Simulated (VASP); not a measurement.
Crystal: CaF2 (Fluorite).

```
Ca F
1.0
     0.00000    2.73100    2.73100
     2.73100    0.00000    2.73100
     2.73100    2.73100    0.00000
Ca F
1 2
Direct
  0.00000 0.00000 0.00000
  0.25000 0.25000 0.25000
  0.75000 0.75000 0.75000
```

Base run:

* Program: VASP 6.6.1
* Functional: PBE
* Potentials or basis: VASP PAW PBE potentials, release 64 (Ca_sv, F)
* Cutoff: 520 eV
* k mesh: 5 × 5 × 5
* Occupations: gaussian, width 0.02 eV
* Spin: no spin polarisation

Its results: band gap on the k mesh 7.34 eV, indirect (least direct gap 7.53 eV); electronic dielectric tensor (diagonal) 2.27.

Q: The run is repeated on the same cell with these changes: functional from PBE to HSE06. What comes out?

A: Band gap on the k mesh 9.43 eV, indirect (least direct gap 9.63 eV); electronic dielectric tensor (diagonal) 2.09.

HSE06 gives the wider gap, since exact exchange removes part of the self-interaction.

Caveats: an odd mesh through Γ misses points on the zone boundary, where band edges often lie.
